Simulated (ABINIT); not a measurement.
Crystal: HfN.

```
Hf N
1.0
     0.00000    2.25600    2.25600
     2.25600    0.00000    2.25600
     2.25600    2.25600    0.00000
Hf N
1 1
Cartesian
  0.0000 0.0000 0.0000
  2.2560 2.2560 2.2560
```

| Item | Value |
| --- | --- |
| Program | ABINIT 10.8.3 (patched build) |
| Task | single point |
| Functional | PBEsol |
| Potentials or basis | PseudoDojo NC SR PBEsol v0.4.1 standard |
| Cutoff | 1143 eV |
| k mesh | 10 × 10 × 10 |
| Occupations | fermi-dirac, width 0.05 eV |
| Spin | no spin polarisation |

On this cell: pressure -2.8 GPa; largest force zero by symmetry; band gap on the k mesh none (metal or under the smearing width).

The same run follows on a disturbed copy (atoms moved at random, drawn with an rms of 0.05 Å):

```
Hf N
1.0
     0.00000    2.25600    2.25600
     2.25600    0.00000    2.25600
     2.25600    2.25600    0.00000
Hf N
1 1
Direct
  0.02558 0.01152 0.98645
  0.48681 0.50285 0.51365
```

What changes?

The energy (extrapolated to zero smearing) moves by +39.0 meV/atom; pressure -0.9 GPa; largest force 1.350 eV/Å; band gap on the k mesh none (metal or under the smearing width).

Forces on the atoms (eV/Å):
```
Hf   0.476 -0.298 -1.228
N   -0.476  0.298  1.228
```

Stress tensor (GPa, compression positive):
```
-2.00  0.09  0.47
 0.09 -2.37 -0.30
 0.47 -0.30  1.57
```
